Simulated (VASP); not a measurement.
# Settings for MgI₂: relaxation of the atoms

MgI₂, P1 (no. 1), 3 atoms in the cell. PBE; PAW potentials I, Mg (PBE set). VASP 6.6.1.

Wanted: energy within 2 meV/atom; shortest distances from each atom, periodic images included within 0.005 Å.

What the run is for: geometry; Accuracy asked: standard.

POSCAR:
```
MgI2
1.0
    4.1400000000      0.0000000000      0.0000000000
   -2.0700000000      3.5853451717      0.0000000000
    0.0000000000      0.0000000000      6.8800000000
I Mg
2 1
Direct
    0.6649020000      0.3371120000      0.7500720000
    0.3468300000      0.6742080000      0.2496070000
   -0.0171920000     -0.0072870000     -0.0045380000
```

The series start from Plane-wave cutoff (eV): 260; k-point mesh: 4 × 4 × 2; Ionic threshold (EDIFFG): -0.01; Electronic threshold (eV): 1e-6; Precision mode (PREC): Accurate; Relaxation algorithm: IBRION=2; Electronic steps between moves: NELMIN=4 ALGO=Normal. Each series keeps the choices made before it, and each single choice may use up half of a tolerance.

## Plane-wave cutoff (eV)

| Plane-wave cutoff (eV) | Energy less reference (meV/atom) | Shortest distances from each atom, periodic images included, largest deviation (Å) | SCF iterations | Time (s) |
|---|---|---|---|---|
| 180 | 2.0 | 0.0037 | 55 | 36 |
| 200 | 1.8 | 0.0014 | 59 | 41 |
| 230 | 1.0 | 0.0013 | 56 | 42 |
| 260 | 0.3 | 0.0008 | 57 | 48 |
| 320 | 0.1 | 0.0004 | 56 | 51 |
| 400 | 0.0 | 0.0000 | 56 | 78 |
| 500 (reference) | 0.0 | 0.0000 | 57 | 108 |

Chosen: 230, the loosest value from which every tighter one stays within half of the tolerance.

## k-point mesh

| k-point mesh | Energy less reference (meV/atom) | Shortest distances from each atom, periodic images included, largest deviation (Å) | SCF iterations | Time (s) |
|---|---|---|---|---|
| 2 × 2 × 1 | 282.0 | 0.0030 | 54 | 27 |
| 3 × 3 × 2 | 46.2 | 0.0076 | 57 | 33 |
| 4 × 4 × 2 | 8.0 | 0.0018 | 56 | 42 |
| 5 × 5 × 3 | 1.4 | 0.0011 | 61 | 65 |
| 6 × 6 × 4 (reference) | 0.0 | 0.0000 | 56 | 96 |

Chosen: 6 × 6 × 4; the next looser run is off by more than half of the tolerance, so convergence isn't shown beyond this value.

## Ionic threshold (EDIFFG)

| Ionic threshold (EDIFFG) | Energy less reference (meV/atom) | Shortest distances from each atom, periodic images included, largest deviation (Å) | SCF iterations | Time (s) |
|---|---|---|---|---|
| -0.1 | 0.3 | 0.0287 | 37 | 62 |
| -0.05 | 0.1 | 0.0150 | 43 | 72 |
| -0.02 | 0.0 | 0.0046 | 52 | 89 |
| -0.01 | 0.0 | 0.0030 | 56 | 96 |
| -0.005 | 0.0 | 0.0009 | 60 | 103 |
| -0.002 (reference) | 0.0 | 0.0000 | 64 | 108 |

Chosen: -0.005.

## Electronic threshold (eV)

| Electronic threshold (eV) | Energy less reference (meV/atom) | Shortest distances from each atom, periodic images included, largest deviation (Å) | SCF iterations | Time (s) |
|---|---|---|---|---|
| 0.0001 | 0.0 | 0.0020 | 47 | 84 |
| 1e-5 | 0.0 | 0.0019 | 50 | 85 |
| 1e-6 | 0.0 | 0.0011 | 60 | 103 |
| 1e-7 (reference) | 0.0 | 0.0000 | 77 | 128 |

Chosen: 0.0001.

## Precision mode (PREC)

| Precision mode (PREC) | Energy less reference (meV/atom) | Shortest distances from each atom, periodic images included, largest deviation (Å) | SCF iterations | Time (s) |
|---|---|---|---|---|
| Normal | 0.1 | 0.0003 | 47 | 54 |
| Accurate (reference) | 0.0 | 0.0000 | 47 | 84 |

Chosen: Normal.

## Relaxation algorithm

| Relaxation algorithm | Energy less reference (meV/atom) | Shortest distances from each atom, periodic images included, largest deviation (Å) | SCF iterations | Time (s) |
|---|---|---|---|---|
| IBRION=2 | 0.0 | 0.0000 | 47 | 54 |
| IBRION=2 POTIM=0.2 | 0.0 | 0.0002 | 50 | 59 |
| IBRION=2 POTIM=0.8 | 0.0 | 0.0006 | 47 | 57 |
| IBRION=1 | 0.0 | 0.0009 | 51 | 61 |
| IBRION=1 POTIM=0.2 | 0.0 | 0.0021 | 88 | 100 |
| IBRION=1 POTIM=0.3 NFREE=6 | 0.0 | 0.0010 | 51 | 56 |
| IBRION=3 POTIM=0.2 SMASS=0.4 | 0.0 | 0.0016 | 86 | 107 |
| IBRION=3 POTIM=0.3 | 0.0 | 0.0019 | 42 | 52 |

Chosen: IBRION=2; no other choice that stays within half of the tolerance saves 30 % of the time.

## Electronic steps between moves

| Electronic steps between moves | Energy less reference (meV/atom) | Shortest distances from each atom, periodic images included, largest deviation (Å) | SCF iterations | Time (s) |
|---|---|---|---|---|
| NELMIN=4 ALGO=Normal | 0.0 | 0.0000 | 47 | 54 |
| ALGO=Normal | 0.0 | 0.0006 | 46 | 62 |
| NELMIN=4 MAXMIX=40 ALGO=Normal | 0.0 | 0.0013 | 50 | 58 |
| NELMIN=4 ALGO=Fast | 0.0 | 0.0022 | 63 | 76 |
| NELMIN=4 MAXMIX=40 ALGO=Fast | 0.0 | 0.0024 | 59 | 66 |

Chosen: NELMIN=4 ALGO=Normal.

## All choices together

| Input | Energy less reference (meV/atom) | Shortest distances from each atom, periodic images included, largest deviation (Å) | Time (s) |
|---|---|---|---|
| the program's defaults (naive) | 10.2 | 0.0132 | 5.1 |
| chosen settings | 1.1 | 0.0015 | 54 |
| reference settings throughout | 0.0 | 0.0000 | 516 |

The chosen settings stay within the tolerance of the reference run, but the reference itself isn't shown to be converged in: k-point mesh.

## The input

INCAR:
```
SYSTEM = MgI2
GGA = PE ; ISMEAR = 0
SIGMA = 0.03 ; LWAVE = .False.
LCHARG = .False. ; ISIF = 2
NSW = 120 ; PREC = Normal
LASPH = .True. ; LREAL = .False.
ALGO = Normal ; EDIFF = 1E-4
NELM = 120 ; GGA_COMPAT = .False.
IBRION = 2 ; EDIFFG = -0.005
NELMIN = 4 ; ENCUT = 230
EFERMI = MIDGAP
```

KPOINTS:
```
Automatic mesh
0
Gamma
  6 6 4
  0 0 0
```

Commands:
```
cat potpaw_PBE.64/I/POTCAR potpaw_PBE.64/Mg/POTCAR > POTCAR
mpirun -np 1 vasp_std > vasp.out
```

The chosen input took VASP 6.6.1 54 s on 1 core (Intel Xeon Platinum 8259CL @ 2.50GHz (Skylake/Cascade Lake)), a shared host.

## An input that fails: tetrahedra on too few k points

VASP's message: IBZKPT: tetrahedron method fails for NKPT<4. NKPT = 1.

k mesh: 4 × 4 × 2 becomes 1 × 1 × 1.

Changes against the starting input:
```
- ISMEAR = 0
- NSW = 120
- NELM = 120
+ ISMEAR = -5
+ NSW = 30
+ NELM = 72
```
